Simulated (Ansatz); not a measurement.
Runs of Ansatz 0.2.0 on SnO. Symmetry: P4/nmm, No. 129, tetragonal system. The conventional cell has a = 3.814 Å, b = 3.814 Å, c = 4.887 Å, α = 90.00°, β = 90.00°, γ = 90.00°. Around Sn (site symmetry 4mm) lie 4 O at 2.23 Å. O (site symmetry -4m2) has 4 Sn at 2.23 Å as nearest neighbours. The cell is a database's computed one.

| task | level | cell | smearing | gap on the mesh (eV) | pressure (GPa) | relaxed volume (Å³/atom) | largest force (eV/Å) |
| --- | --- | --- | --- | --- | --- | --- | --- |
| relaxation of cell and atoms | BLYP+D4 | relaxed | fermi-dirac 0.05 eV | (a) | 0.0 | 18.24 | - |
| single point | PBE | as given | gaussian 0.03 eV | 0.37 | 3.6 | - | 0.37 |
| relaxation of cell and atoms | BLYP+D3(BJ) | relaxed | fermi-dirac 0.05 eV | 0.61 | 0.0 | 18.04 | - |
| single point | PBE | as given | gaussian 0.029 eV | 0.37 | 3.6 | - | 0.37 |

Alike in all rows: potentials or basis Ansatz PAW; no spin polarisation; k mesh 7 × 7 × 6; cutoff (eV) 420.

Fill in the values left out.

(a) 0.67.

Caveats: odd divisions of the mesh miss points on the zone boundary, where band edges often lie, so the gap on the mesh can be too wide; spin-orbit coupling is left out, which moves the levels of the heavy elements; the plane-wave basis is chosen anew once the cell has moved, so the energies of steps on either side of that aren't comparable (some runs); the PAW data sets come from PBE, with cores solved anew for the run's functional, which leaves a small shift of forces and pressure (some runs).

A k mesh can miss the band edges, and the runs leave out spin-orbit coupling on Sn.
